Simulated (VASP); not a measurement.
Here is a VASP 6.6.1 calculation.

The input INCAR:

```
PREC = Accurate
ENCUT = 520
EDIFF = 1E-7
ISMEAR = 0
SIGMA = 0.1
LREAL = F
LASPH = T
NELM = 80
ALGO = Fast
ISIF = 2
LWAVE = F
LCHARG = F
```

File KPOINTS:

```
Automatic mesh
0
Gamma
  8 8 8
```

POSCAR

```
Sr
1.0
   -2.4350000000      2.4350000000      2.4350000000
    2.4350000000     -2.4350000000      2.4350000000
    2.4350000000      2.4350000000     -2.4350000000
Sr
1
Direct
    0.0000000000      0.0000000000      0.0000000000
```

Potentials or basis: VASP PAW LDA potentials, release 54 (Sr_sv).

Run with:

```console
$ cat potpaw_LDA.54/Sr_sv/POTCAR > POTCAR
$ mpirun -np 1 vasp_std > vasp.out
```

Predict the band gap on the k mesh.

none (metal or under the smearing width).

Estimate the pressure.

-1.9 GPa.
